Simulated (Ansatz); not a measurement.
BaF2 (started from an entry of an open crystallographic database), relaxed with r2SCAN, was run in Ansatz under altered settings. All numbers are computed, without spin polarisation but where a row says otherwise.

```
Ba F
1.0
     0.00000    3.09716    3.09716
     3.09716    0.00000    3.09716
     3.09716    3.09716    0.00000
Ba F
1 2
Direct
  0.00000 0.00000 0.00000
  0.25000 0.25000 0.25000
  0.75000 0.75000 0.75000
```

The base run's other keys:
```yaml
kpoints:
  mp_grid: { grid: [4, 4, 4] }
hamiltonian:
  xc: hse06
scf:
  occupations: { method: fixed }
  n_extra_bands: 4
```

It takes 15 iterations with 1211 plane waves at 420 eV and 8 k points, and leaves a mean stress of +0.37 GPa. The gap over this mesh is 8.767 eV. It ran on 4 threads of Arm Neoverse N1 (shared host).

Outcomes, with energy and stress as changes against the base:
```
                                     setting    outcome  ΔF (meV/atom)  Δ mean stress (GPa)  gap on the mesh (eV)  iterations  wall time
PBE hybrid, exx coeff 0.05, omega 0.2078 1/Å  converged              –                 +0.8                 7.220           9       10 s
   PBE hybrid, exx coeff 0.15, omega 0.5 1/Å  converged              –                 +0.5                 7.568           9       11 s
 PBE hybrid, exx coeff 0.4, omega 0.2078 1/Å  converged              –                 -0.6                 9.962          14       11 s
    PBE hybrid, exx coeff 0.4, omega 0.1 1/Å  converged              –                 -0.7                10.565          16       12 s
                   scf.occupations: cold 0.5  converged            0.0                  0.0                 8.767          14       11 s
```
A dash marks a value that wasn't obtained or can't be compared. Stress is positive in compression. The base took 11 s.

- PBE hybrid, exx coeff 0.05, omega 0.2078 1/Å. That is 5 % exact exchange, screened with ω = 0.2078 1/Å, against HSE06's 25 % screened at 0.208 1/Å. The mean stress moves by +0.8 GPa and the gap on the mesh by -1.547 eV (to 7.220). Totals of different functionals aren't comparable.
- PBE hybrid, exx coeff 0.15, omega 0.5 1/Å. That is 15 % exact exchange, screened with ω = 0.5 1/Å, against HSE06's 25 % screened at 0.208 1/Å. The mean stress moves by +0.5 GPa and the gap on the mesh by -1.199 eV (to 7.568). Totals of different functionals aren't comparable.
- PBE hybrid, exx coeff 0.4, omega 0.2078 1/Å. That is 40 % exact exchange, screened with ω = 0.2078 1/Å, against HSE06's 25 % screened at 0.208 1/Å. The mean stress moves by -0.6 GPa and the gap on the mesh by +1.195 eV (to 9.962). Totals of different functionals aren't comparable.
- PBE hybrid, exx coeff 0.4, omega 0.1 1/Å. That is 40 % exact exchange, screened with ω = 0.1 1/Å, against HSE06's 25 % screened at 0.208 1/Å. The mean stress moves by -0.7 GPa and the gap on the mesh by +1.798 eV (to 10.565). Totals of different functionals aren't comparable. The program warns that on this mesh the truncation of the exchange isn't bounded, so part of the change can be an error of the mesh.

Within 1 meV an atom, 0.1 GPa and 0.005 eV of the base stay: scf.occupations: cold 0.5.

Spin-orbit coupling is left out.

The program warns that its thresholds are loose for a hybrid's stress.

The meshes of the hybrids are coarse, so their gaps aren't converged to the digits shown.
